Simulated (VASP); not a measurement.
A run of VASP 6.6.1 is set up as follows.

Contents of INCAR:

```
SYSTEM = TePt
PREC = Accurate
ENCUT = 520
EDIFF = 1E-6
ISMEAR = -1
SIGMA = 0.15
LREAL = .FALSE.
LASPH = .TRUE.
NELM = 100
ALGO = Fast
ISIF = 2
LWAVE = .FALSE.
LCHARG = .TRUE.
GGA = PS
LELF = .TRUE.
LVHAR = .TRUE.
NBANDS = 24
```

The input KPOINTS:

```
regular mesh
0
G
  12 12 12
  0 0 0
```

Contents of POSCAR:

```
TePt
1.0
    1.9812746048      1.1438894264      6.6181677542
   -1.9812746048      1.1438894264      6.6181677542
    0.0000000000     -2.2877788528      6.6181677542
Te Pt
2 2
Direct
    0.5986470482      0.5986470482      0.5986470482
    0.4013529518      0.4013529518      0.4013529518
    0.8698300223      0.8698300223      0.8698300223
    0.1301699777      0.1301699777      0.1301699777
```

Potentials or basis: VASP PAW PBE potentials, release 64 (Te, Pt).

Launch:

```console
$ cat potpaw_PBE.64/Te/POTCAR potpaw_PBE.64/Pt/POTCAR > POTCAR
$ mpirun -np 1 vasp_std > vasp.out
```

(1) Predict the band gap on the k mesh.

(2) Estimate the pressure.

## Answers

(1) none (metal or under the smearing width).

(2) -0.2 GPa.

Caveat: the PAW data sets were made with another functional, which shifts forces and pressure a little.
